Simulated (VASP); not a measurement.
Crystal: Ag.

```
CELL_PARAMETERS angstrom
-1.65565 1.65565 1.65565
1.65565 -1.65565 1.65565
1.65565 1.65565 -1.65565
ATOMIC_POSITIONS crystal
Ag 0.00000 0.00000 0.00000
```

This isn't the form of Ag at room conditions, which is fcc.

* Program: VASP 6.6.1
* Task: single point
* Functional: PBEsol
* Potentials or basis: VASP PAW PBE potentials, release 64 (Ag)
* Cutoff: 520 eV
* k mesh: 11 × 11 × 11
* Occupations: fermi-dirac, width 0.05 eV
* Spin: no spin polarisation

On this cell: pressure -7.4 GPa; band gap on the k mesh none (metal or under the smearing width).

The same run follows on a disturbed copy (cell strained at random at fixed volume):

```
Ag
1.0
    -1.66744    1.70967    1.67800
     1.64484   -1.66248    1.60821
     1.64974    1.64478   -1.63081
Ag
1
Direct
  0.00036 0.98336 0.99733
```

Problem. What does the disturbed cell give?

Solution. The energy (extrapolated to zero smearing) moves by +2.2 meV/atom; pressure -7.4 GPa; band gap on the k mesh none (metal or under the smearing width).

Stress tensor (GPa, compression positive):
```
-7.41  0.47  0.58
 0.47 -7.11 -1.40
 0.58 -1.40 -7.54
```

Caveats: the PAW data sets were made with another functional, which shifts forces and pressure a little.
